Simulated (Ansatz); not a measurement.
**Relaxing Na3S2**

Computed with DFT PBE, scalar-relativistic, plane waves, PAW (Ansatz). Cutoff 420 eV, Γ-centred k mesh, Gaussian smearing, no spin polarisation in the final step.

The start puts Na3S2 on the anti-A-type sesquioxide structure type (P-3m1, No. 164), with S in place of La, Na in place of O, at a guessed volume.

```xyz
5
Lattice="4.2291 0.0000 0.0000 -2.1146 3.6625 0.0000 0.0000 0.0000 6.5798" Properties=species:S:1:pos:R:3 pbc="T T T"
Na    0.0000    0.0000    0.0000
Na    0.0000    2.4417    4.2440
Na    2.1146    1.2208    2.3358
S     0.0000    2.4417    1.6121
S     2.1146    1.2208    4.9678
```

Cell and atoms relax at zero pressure; the relaxation can't lower the symmetry of the start. After a coarse first stage the cell is made exact in the group found at 0.06 Å.

The zero of energy is the elements' standard structures at the same level; no fitted shifts are applied.

(1) What does it relax into?

(2) What are its volume, energy, density and gap?

Results:

(1) It keeps P-3m1 (No. 164). The result has the A-type sesquioxide structure. Conventional cell: a = 4.715 Å, c = 6.039 Å. Na on Wyckoff site a (1 atom of the primitive cell) has 6 S at 3.02 Å and 6 Na at 3.31 Å; Na on Wyckoff site d (2 atoms of the primitive cell) has 4 S at 2.78–2.85 Å, 1 S at 3.19 Å, 3 Na at 3.31 Å and 3 Na at 3.56 Å; around S lie 4 Na at 2.78–2.85 Å, 3 Na at 3.02 Å and 1 Na at 3.19 Å.

```cif
data_structure
_symmetry_space_group_name_H-M 'P-3m1'
_symmetry_Int_Tables_number 164
_cell_length_a 4.7155
_cell_length_b 4.7155
_cell_length_c 6.0388
_cell_angle_alpha 90.000
_cell_angle_beta 90.000
_cell_angle_gamma 120.000
_cell_volume 116.29
loop_
_atom_site_label
_atom_site_type_symbol
_atom_site_symmetry_multiplicity
_atom_site_Wyckoff_symbol
_atom_site_fract_x
_atom_site_fract_y
_atom_site_fract_z
_atom_site_occupancy
Na1 Na 1 a 0.00000 0.00000 0.00000 1
Na2 Na 2 d 0.33333 0.66667 0.68939 1
S1 S 2 d 0.33333 0.66667 0.21803 1
```

(2) The volume per atom is 23.26 Å³ and the density is 1.90 g/cm³. The energy over the elements is -0.78 eV/atom and the gap on the 12×12×6 mesh is 0 eV (a metal).

The final run used a 12×12×6 mesh on its 5-atom cell and 0.10 eV smearing. For metals, differences of a few meV/atom aren't resolved. A structure relaxed within its symmetry needn't be a true minimum. The steps took of the order of 100 core-seconds in all.

Cost: 3 runs of about 1.7 core-minutes in all, on Arm Neoverse V1 (shared hosts).